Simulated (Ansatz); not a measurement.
# Al (Fm-3m) in Ansatz: convergence with dr2 threshold

Aim: find how far dr2 threshold must go before the results for Al settle, at PBE. This setting moves, with any that are tied to it; all else stays.

All numbers are computed with Ansatz 0.2.0; they aren't measurements. Logs are shortened: lines on timing, memory, paths and dates and some standing lists are left out, and cuts for length are marked.

## Step 1: The structure

It takes space group Fm-3m (No. 225, cubic). The conventional cell has a = 4.050 Å, b = 4.050 Å, c = 4.050 Å, α = 90.00°, β = 90.00°, γ = 90.00°. Al (site symmetry m-3m) has 12 Al at 2.86 Å as nearest neighbours.

## Step 2: With dr2 threshold 0.001

File input.yaml:

```yaml
crystal:
  lattice:
    - [0.0, 2.024805, 2.024805]
    - [2.024805, 0.0, 2.024805]
    - [2.024805, 2.024805, 0.0]
  atoms:
    - { symbol: Al, position: [0.0, 0.0, 0.0] }
kpoints:
  mp_grid: { grid: [11, 11, 11] }
scf:
  occupations: { method: fermi_dirac, width: 0.05 }
  convergence: { dr2_threshold: 0.001 }
hamiltonian:
  xc: pbe
  pseudopotentials: { kind: all_electron, lapw: { basis_error: 0.001 } }
output:
  forces: true
  stress: true
  eigenvalues: true
```

Potentials or basis: all-electron LAPW, scalar-relativistic.

Run with:

```bash
$ ansatz run input.yaml --threads 1 --pin off --max-ram 3072MiB --backend cpu --events-out ev --progress --plain --runs-dir out
```

It took 1.4 s on 1 thread of Arm Neoverse V1, shared host; peak memory 0.19 GiB.

What came out:

```yaml
Free_energy: -6607.5332 eV
Pressure: -0.4 GPa
Band_gap_on_the_k_mesh: none (metal or under the smearing width)
```

## Step 3: With dr2 threshold 0.0001

input.yaml: that of step 2 with these lines changed.

```diff
@@ -11,3 +11,3 @@
   occupations: { method: fermi_dirac, width: 0.05 }
-  convergence: { dr2_threshold: 0.001 }
+  convergence: { dr2_threshold: 0.0001 }
 hamiltonian:
```

Potentials or basis: all-electron LAPW, scalar-relativistic.

Run with:

```bash
$ ansatz run input.yaml --threads 1 --pin off --max-ram 3072MiB --backend cpu --events-out ev --progress --plain --runs-dir out
```

It took 1.4 s on 1 thread of Arm Neoverse V1, shared host; peak memory 0.19 GiB.

Results:

| Item | Value |
| --- | --- |
| Free energy | -6607.5332 eV |
| Pressure | -0.4 GPa |
| Band gap on the k mesh | none (metal or under the smearing width) |

## Step 4: With dr2 threshold 1e-05

input.yaml: that of step 3 with these lines changed.

```diff
@@ -11,3 +11,3 @@
   occupations: { method: fermi_dirac, width: 0.05 }
-  convergence: { dr2_threshold: 0.0001 }
+  convergence: { dr2_threshold: 1.0e-05 }
 hamiltonian:
```

Run with:

```bash
$ ansatz run input.yaml --threads 1 --pin off --max-ram 3072MiB --backend cpu --events-out ev --progress --plain --runs-dir out
```

Wall time 1.4 s (1 thread of Arm Neoverse V1, shared host); peak memory 0.19 GiB.

Results:

```
Free energy            : -6607.5332 eV
Pressure               : -0.4 GPa
Band gap on the k mesh : none (metal or under the smearing width)
```

## Step 5: With dr2 threshold 1e-06

input.yaml: that of step 4 with these lines changed.

```diff
@@ -11,3 +11,3 @@
   occupations: { method: fermi_dirac, width: 0.05 }
-  convergence: { dr2_threshold: 1.0e-05 }
+  convergence: { dr2_threshold: 1.0e-06 }
 hamiltonian:
```

Run with:

```bash
$ ansatz run input.yaml --threads 1 --pin off --max-ram 3072MiB --backend cpu --events-out ev --progress --plain --runs-dir out
```

Run time: 1.4 s. Hardware: 1 thread of Arm Neoverse V1, shared host; peak memory 0.19 GiB.

Results:

```yaml
Free_energy: -6607.5332 eV
Pressure: -0.4 GPa
Band_gap_on_the_k_mesh: none (metal or under the smearing width)
```

## Step 6: With dr2 threshold 1e-07

input.yaml: that of step 5 with these lines changed.

```diff
@@ -11,3 +11,3 @@
   occupations: { method: fermi_dirac, width: 0.05 }
-  convergence: { dr2_threshold: 1.0e-06 }
+  convergence: { dr2_threshold: 1.0e-07 }
 hamiltonian:
```

Potentials or basis: all-electron LAPW, scalar-relativistic.

Run with:

```bash
$ ansatz run input.yaml --threads 1 --pin off --max-ram 3072MiB --backend cpu --events-out ev --progress --plain --runs-dir out
```

Wall time 1.5 s (1 thread of Arm Neoverse V1, shared host); peak memory 0.19 GiB.

Results:

```yaml
Free_energy: -6607.5332 eV
Pressure: -0.4 GPa
Band_gap_on_the_k_mesh: none (metal or under the smearing width)
```

## Step 7: With dr2 threshold 1e-08

input.yaml: that of step 6 with these lines changed.

```diff
@@ -11,3 +11,3 @@
   occupations: { method: fermi_dirac, width: 0.05 }
-  convergence: { dr2_threshold: 1.0e-07 }
+  convergence: { dr2_threshold: 1.0e-08 }
 hamiltonian:
```

Run with:

```bash
$ ansatz run input.yaml --threads 1 --pin off --max-ram 3072MiB --backend cpu --events-out ev --progress --plain --runs-dir out
```

Run time: 1.5 s. Hardware: 1 thread of Arm Neoverse V1, shared host; peak memory 0.19 GiB.

Results (log left out):

* Free energy: -6607.5332 eV
* Pressure: -0.4 GPa
* Band gap on the k mesh: none (metal or under the smearing width)

## Step 8: With dr2 threshold 1e-10

input.yaml: that of step 7 with these lines changed.

```diff
@@ -11,3 +11,3 @@
   occupations: { method: fermi_dirac, width: 0.05 }
-  convergence: { dr2_threshold: 1.0e-08 }
+  convergence: { dr2_threshold: 1.0e-10 }
 hamiltonian:
```

Potentials or basis: all-electron LAPW, scalar-relativistic.

Run with:

```bash
$ ansatz run input.yaml --threads 1 --pin off --max-ram 3072MiB --backend cpu --events-out ev --progress --plain --runs-dir out
```

Standard output:

```text
Warning: RAYON_NUM_THREADS=1 ignored (pool sized by the plan → 1); use --threads N
LAPW: plane waves up to 5.846 Å⁻¹, error target 1.0e-3 eV per atom; small_component_spin mean_spin; Al in spheres of 1.432 Å, 11 of its electrons in bands, Dirac shells [] (how accurate: hamiltonian.pseudopotentials.lapw.basis_error, Limitations)
Engine: ansatz 0.2.0, aarch64-unknown-linux-gnu
Pseudopotentials: kind: all_electron
Pseudopotential: Al, LAPW, valence charge 11, lapw/all_electron/scalar/gaussian/Al, Koelling and Harmon's equation, gaussian nucleus
Functional definition: PBE
  parameter kappa = 0.804
  parameter beta = 0.06672455060314922
  exchange = pbe_x(kappa = kappa, mu = beta*pi^2/3)
  correlation = pbe_c(beta = beta)
Crystal: 1 atoms, lattice volume = 16.603 Å³
Basis set: ecut = 130.19315883582428 eV, 59 PW (Γ), exchange–correlation at level 2
Bands: 10, of which v1, the nominal top of the filled ones, is band 6 counted from 1 (5 counted from 0)
Symmetry: 48 space group operations
Space group: Fm-3m (ITA 225), of the structure as read, at distance tolerance 2.6e-5 Å
k-points: 56 of 1331
Non-local potential: Al, projectors of the file, none
Initial density: superposition of atomic densities (chi_scale 0.1, normalization cell)
Initial wavefunctions: plane waves of lowest kinetic energy (no species holds an atomic orbital)
Functional: x = pbe(κ = 0.804, μ = 0.2195149727645171), c = pbe(β = 0.06672455060314922)
iter 1 solved again at ethr=9.75e-5 eV; its pass at ethr=1.00e-1 eV (dr2=1.07e-2 eV) is discarded
SCF iter   1: F=—  HF=-6607.557729 eV  |F-HF|=—  |Δ(HF+E_count)|=         —  Δρ=1.09e-2  dr2=1.08e-2  ethr=9.75e-5  ⟨swp⟩=3.2  Hψ=4296  notcnv=0
preconditioner: auto → none  [metal: Δε(μ)=0.045 eV  Ē_g=13.200 eV  σ=0.050 eV  W_gap=0.22  n_scr=0 (ndim 8)  ℏωp=15.8 eV  f_vac=0.000  D(μ)=0.54/eV (n_scr^D=0)]
SCF iter   2: F=—  HF=-6607.537673 eV  |F-HF|=—  |Δ(HF+E_count)|=   2.01e-2  Δρ=5.19e-3  dr2=2.52e-3  ethr=9.75e-5  ⟨swp⟩=2.0  Hψ=1555  notcnv=0
iter 3 solved again at ethr=9.87e-8 eV; its pass at ethr=2.29e-5 eV (dr2=1.09e-5 eV) is discarded
SCF iter   3: F=—  HF=-6607.533190 eV  |F-HF|=—  |Δ(HF+E_count)|=   4.48e-3  Δρ=2.94e-4  dr2=1.09e-5  ethr=9.87e-8  ⟨swp⟩=2.1  Hψ=2651  notcnv=0
SCF iter   4: F=—  HF=-6607.533171 eV  |F-HF|=—  |Δ(HF+E_count)|=   1.91e-5  Δρ=7.33e-5  dr2=8.91e-7  ethr=9.87e-8  ⟨swp⟩=2.0  Hψ=1539  notcnv=0
SCF iter   5: F=—  HF=-6607.533171 eV  |F-HF|=—  |Δ(HF+E_count)|=   6.54e-9  Δρ=2.75e-6  dr2=8.12e-10  ethr=8.10e-9  ⟨swp⟩=2.0  Hψ=1539  notcnv=0
SCF iter   6: F=-6607.533171 eV  HF=-6607.533171 eV  |F-HF|=8.37e-11  |Δ(HF+E_count)|=   1.75e-9  Δρ=1.92e-7  dr2=2.62e-12  ethr=7.38e-12  ⟨swp⟩=2.8  Hψ=1608  notcnv=0
SCF 1 converged in 6 iterations: F = -6607.533171 eV  dr2 = 2.62e-12
SCF converged after 6 iterations
Free energy (F): -6607.533171 eV
Harris-Foulkes:  -6607.533171 eV  (|F-HF|=8.37e-11)
Internal energy: -6607.529161 eV  (E = F + TS)
E sigma→0 (E₀):  -6607.531166 eV
Entropy (-TS):   -0.004010 eV (-4.010 meV/atom)
Fermi energy:    9.756470 eV
--- Per-component energies (eV) ---
  E_band       = -502.368555
  E_kinetic    = 6620.910331
  E_xc         = -507.139315
  E_electrostatic = -12721.300178  (all electrons and nuclei)
  E_smearing   = -0.004010  (= −TS)
  E_closure    = 0.000000  (closes the sum)
  E_atoms      = -6603.782923  (free atoms, spherical and without spin; not in F)
  Σ components = -6607.533171   (vs F -6607.533171, Δ=0.00e0)
  Basis errors (estimates in eV, not in F): energy 3.0e-4 per atom: plane waves 2.7e-4 (1.4e-4 summed), levels above the bands 3.9e-124, relativity 1.0e-8, radial functions 2.9e-5, core shells 1.7e-16; eigenvalues (radial functions only) 5.7e-5; not estimated: angular momenta, meshes, grids; target (lapw.basis_error) 1.0e-3; muffin-tin radii Al 1.432 Å
--- Forces (eV/Å), atoms counted from 1 ---
  atom   1  Al    -0.00000000    -0.00000000     0.00000000
  max |Σ_I F_I| component: 1.23e-32 eV/Å
--- Stress (GPa, compression-positive) ---
       -0.428341      -0.000000       0.000000
       -0.000000      -0.428341       0.000000
        0.000000       0.000000      -0.428341
  P = ⅓ Tr σ = -0.4283 GPa (-4.283 kbar)
--- Band table (eV; the first three rows and the last of 56) ---
  k-point 0: bands = ["-93.7010", "-55.1537", "-55.1537", "-55.1537", "-1.3471", "22.3186", "22.3186", "22.3186", "23.7750", "23.7750"]
  k-point 1: bands = ["-93.7007", "-55.1554", "-55.1539", "-55.1539", "-1.1232", "19.4051", "21.6748", "21.6748", "24.4483", "24.7556"]
  k-point 2: bands = ["-93.7002", "-55.1600", "-55.1547", "-55.1547", "-0.4539", "15.7645", "20.9436", "20.9436", "24.2165", "25.5726"]
  k-point 55: bands = ["-93.6974", "-55.1690", "-55.1678", "-55.1618", "8.3594", "8.6143", "10.0169", "11.8942", "23.6141", "26.4462"]
```

Run time: 1.6 s. Hardware: 1 thread of Arm Neoverse V1, shared host; peak memory 0.19 GiB.

What came out:

| Property | Result |
| --- | --- |
| Free energy | -6607.5332 eV |
| Pressure | -0.4 GPa |
| Band gap on the k mesh | none (metal or under the smearing width) |

## Step 9: Result

```
dr2 threshold  energy less the tightest run, at zero smearing (meV/atom)  SCF cycles  CPU time (s)  peak memory (GiB)
        0.001                                                       0.00           4           1.4               0.19
       0.0001                                                       0.00           4           1.4               0.19
        1e-05                                                       0.00           4           1.4               0.19
        1e-06                                                       0.00           4           1.4               0.19
        1e-07                                                       0.00           5           1.5               0.19
        1e-08                                                       0.00           5           1.5               0.19
        1e-10                                                       0.00           6           1.6               0.19
```

Against the tightest run, the energy stays within 1 meV/atom from 0.001 on. The tightest run that finished is the yardstick and may itself not be fully converged.
